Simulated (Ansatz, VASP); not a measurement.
This is a calculation of WC for Ansatz 0.2.0.

Contents of input.yaml:

```yaml
crystal:
  lattice:
    - [0.0, 2.192684, 2.192684]
    - [2.192684, 0.0, 2.192684]
    - [2.192684, 2.192684, 0.0]
  atoms:
    - { symbol: W, position: [0.0, 0.0, 0.0] }
    - { symbol: C, position: [0.5, 0.5, 0.5] }
kpoints:
  mp_grid: { grid: [10, 10, 10] }
scf:
  occupations: { method: fermi_dirac, width: 0.05 }
hamiltonian:
  xc: rpbe
  dispersion: d4
  pseudopotentials: { kind: all_electron, lapw: { basis_error: 0.001 } }
output:
  forces: true
  stress: true
relax:
  f_tol: 0.02
  max_steps: 60
  cell: {}
```

Potentials or basis: all-electron LAPW, scalar-relativistic.

Launch:

```console
$ ansatz run input.yaml --threads 1 --pin off --max-ram 3072MiB --backend cpu --events-out ev --progress --plain --runs-dir out
```

Q: Translate it to VASP 6.6.1. Potentials there: VASP PAW PBE potentials, release 64 (W_sv, C).

A: As run (the cutoff follows the program's own potentials):

INCAR

```
PREC = Accurate
ENCUT = 600
EDIFF = 1E-6
ISMEAR = -1
SIGMA = 0.05
LREAL = False
LASPH = True
NELM = 80
ALGO = Normal
ISIF = 3
LWAVE = False
LCHARG = False
GGA = RP
IVDW = 13
IBRION = 2
NSW = 80
EDIFFG = -0.02
```

File KPOINTS:

```
regular mesh
0
Gamma
  10 10 10
```

Contents of POSCAR:

```
WC
1.0
    0.0000000000      2.1926840000      2.1926840000
    2.1926840000      0.0000000000      2.1926840000
    2.1926840000      2.1926840000      0.0000000000
W C
1 1
Direct
    0.0000000000      0.0000000000      0.0000000000
    0.5000000000      0.5000000000      0.5000000000
```

Potentials or basis: VASP PAW PBE potentials, release 64 (W_sv, C).

The run is started by

```bash
$ cat potpaw_PBE.64/W_sv/POTCAR potpaw_PBE.64/C/POTCAR > POTCAR
$ mpirun -np 1 vasp_std > vasp.out
```

Both were run:

|  | VASP | Ansatz | Ansatz less VASP |
| --- | --- | --- | --- |
| relaxed volume (Å³/atom) | 10.24 | 10.22 | -0.026 |
| relaxed cell length with the largest relative difference (Å) | 3.071 | 3.069 | -0.0026 |
| energy change over the relaxation (meV/atom) | -11 | -12 | -0.8 |

Ansatz ran all-electron here, so the differences hold the error of VASP's frozen core and of both bases.

Caveats: the PAW data sets were made with another functional, which shifts forces and pressure a little (VASP). The runs have no spin-orbit coupling, so splittings on W are missing.
